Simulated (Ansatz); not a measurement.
## BaO: the change of band gap with volume per atom

All results are calculated (Ansatz 0.2.0). Band levels at named k points (names of the unstrained cell) at fixed atoms, from the valence top (v1 top filled band, c1 lowest empty), gap the least over mesh, points and any path between them, spin-unpolarised plane waves, DDH-PBE0 mixes 1/eps_inf of exact exchange.

Cell of the first row (space group Fm-3m, No. 225):
```
cell vectors (Å)
   0.0000     2.6253     2.6253
   2.6253     0.0000     2.6253
   2.6253     2.6253     0.0000
atoms (fractions of the cell vectors)
Ba  0.00000  0.00000  0.00000
O   0.50000  0.50000  0.50000
```

Settings of every row: periodic directions 3; functional HSE06; spin orbit no; potentials PAW; wave cutoff 420 eV; k mesh 6x6x6; smearing width 0 eV.

Point:
| name | a (fraction of the reciprocal vector) | b (fraction of the reciprocal vector) | c (fraction of the reciprocal vector) |
| --- | --- | --- | --- |
| Gamma | 0 | 0 | 0 |
| X | 0.5 | 0 | 0.5 |
| U | 0.625 | 0.25 | 0.625 |
| K | 0.375 | 0.375 | 0.75 |
| L | 0.5 | 0.5 | 0.5 |
| W | 0.5 | 0.25 | 0.75 |
| extra_v | 0 | 0.5 | 0.5 |

Limits: no spin-orbit coupling, which shifts gaps with heavier elements (BaO).

Limits of some rows: the SCF threshold is loose for a stress in some rows (row 1).

| row | volume per atom (Å³) | band gap (eV) | least direct gap (eV) |
| --- | --- | --- | --- |
| 1 | 18.094 | 2.605 | 2.605 |
| 2 | 18.844 | 2.818 | 2.818 |
| 3 | 19.439 | 2.965 | 2.965 |
| 4 | 20.046 | 3.098 | 3.098 |
| 5 | 20.355 | 3.159 | 3.159 |
| 6 | 20.579 | 3.2 | 3.2 |
| 7 | 20.666 | 3.216 | 3.216 |
| 8 | 21.299 | 3.322 | 3.322 |
| 9 | 22.602 | ? | ? |
| 10 | 23.274 | 3.567 | 3.567 |
| 11 | 23.958 | 3.627 | 3.627 |

Question: what band gap should row 9 give?

Worked fit of band gap. Take t = volume per atom − 21, in Å³. The shown rows have t = -2.906, -2.156, -1.561, -0.954, -0.645, -0.421, -0.334, 0.299, 2.274, 2.958. Least squares give band gap = 3.2774 + 0.17336 × t − 0.01924 × t² eV; a straight line predicts inner rows, each left out in turn, worse (root mean square 0.052 against 0.005 eV). The rows lie off it by -0.006, 0.004, 0.005, 0.003, 0.001, -0.001, -0.001, -0.006, -0.005, 0.005 (root mean square 0.0042 eV), a smooth pattern that one more power would take up: the form is only approximate. The withheld row has t = 1.602, so the fit gives 3.2774 + 0.17336 × (1.602) − 0.01924 × (1.602)² = 3.506 eV.

The calculation gave 3.496 eV. The fit lies 0.010 eV (0.98 % of the column's range) above it; its largest miss of a shown row is 0.006 eV.

The other values of row 9: least direct gap 3.496 eV.
